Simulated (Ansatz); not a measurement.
Two isomers of C4H6O: A = `C=CCC=O`, B = `C=CC(C)=O`.

Program: Ansatz. Geometries: PBE0-D4/def2-TZVP. ΔE: electronic, gas phase. CBS: MP2 limit from def2 TZ/QZ plus the TZ coupled-cluster correction, frozen cores. DFT in def2-TZVPP. B3LYP here is the variant with VWN-RPA as its local correlation; programs differ in this. Each species was taken in one conformer, which may not be the lowest.

Which is lower in electronic energy at CCSD(T)/CBS, and by how much? (Estimate.)

Computed: B, by 8.7 kcal/mol.

Give E(B) − E(A) in kcal/mol with PBE-D4, CCSD(T)/def2-TZVPP, MP2/def2-TZVPP, CCSD/def2-TZVPP, B3LYP-D4, B2PLYP, HF/def2-TZVPP. (An estimate is asked.)

The calculation gave: PBE-D4 -9.2, CCSD(T)/def2-TZVPP -8.5, MP2/def2-TZVPP -8.7, CCSD/def2-TZVPP -8.1, B3LYP-D4 -9.2, B2PLYP -8.8, HF/def2-TZVPP -7.9. None reverses the order clearly.

Largest T1 diagnostic: 0.014.
